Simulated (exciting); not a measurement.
The system is Tl.

```
Tl
1.0
    -1.95600    1.95600    1.95600
     1.95600   -1.95600    1.95600
     1.95600    1.95600   -1.95600
Tl
1
Direct
  0.00000 0.00000 0.00000
```

This isn't the form of Tl at room conditions, which is hcp.

| Quantity | Value |
| --- | --- |
| Program | exciting (release sodium) |
| Task | single point |
| Functional | PBEsol |
| Potentials or basis | all-electron LAPW+lo, shipped species files, valence relativity iora* |
| rgkmax | 9 |
| k mesh | 10 × 10 × 10 |
| Occupations | fermi-dirac, width 0.05 eV |
| Spin | no spin polarisation |
| gmaxvr (cutoff of density and potential) | 14 1/bohr |
| lmaxapw (and lmaxmat) | 10 |
| lmaxvr | 8 |
| nempty | 8 |
| Valence relativity | iora* |
| epsengy | 1e-05 Ha |
| epspot | 1e-05 Ha |
| maxscl | 60 |
| Muffin-tin radii | Tl 2.3 bohr |

On this cell: band gap on the k mesh none (metal or under the smearing width).

The same run follows on a disturbed copy (cell strained at random at fixed volume):

```xyz
1
Lattice="-1.9059 1.9307 1.9520 1.9156 -1.9201 1.9510 1.9872 2.0013 -1.9414" Properties=species:S:1:pos:R:3 pbc="T T T"
Tl    0.0437   -0.0267   -0.0263
```

**Question.** What does the disturbed cell give?

**Answer.** The energy (extrapolated to zero smearing) moves by +3.5 meV/atom; band gap on the k mesh none (metal or under the smearing width).

Caveats: the free energy is that total less TS from the occupations.
